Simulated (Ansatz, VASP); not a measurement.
# Two plane-wave programs on Cs

```
Cs
1.0
     5.56631    0.00000    0.00000
    -2.78315    4.82056    0.00000
     0.00000    0.00000    9.25848
Cs
2
Direct
  0.33333 0.66667 0.25000
  0.66667 0.33333 0.75000
```

This isn't the form of Cs at room conditions, which is bcc.

Alike in both runs: task single point; functional PBEsol; k mesh 6 × 6 × 2; occupations gaussian, width 0.1 eV; no spin polarisation.

```csv
,VASP,Ansatz
version,VASP 6.6.1,Ansatz 0.2.0
potentials or method,"VASP PAW PBE potentials, release 64 (Cs_sv)","scalar-relativistic, plane waves, PAW"
plane-wave cutoff (eV),520,420
valence electrons in the cell,18,18
```

|  | VASP | Ansatz | Ansatz less VASP |
| --- | --- | --- | --- |
| gap on the k mesh at the Fermi level (eV) | none | none | - |
| pressure (GPa) | -0.2 | -0.2 | +0.01 |
| largest component of the traceless stress (GPa) | 0.13 | 0.13 | 0.000 |

A gap of «none» marks a metal or a gap that the smearing closes. With one functional, cell and mesh, what is left measures potentials, basis and numerics.

Caveats: the PAW data sets were made with another functional, which shifts forces and pressure a little (VASP). Spin-orbit coupling is left out, which matters for the levels of Cs.
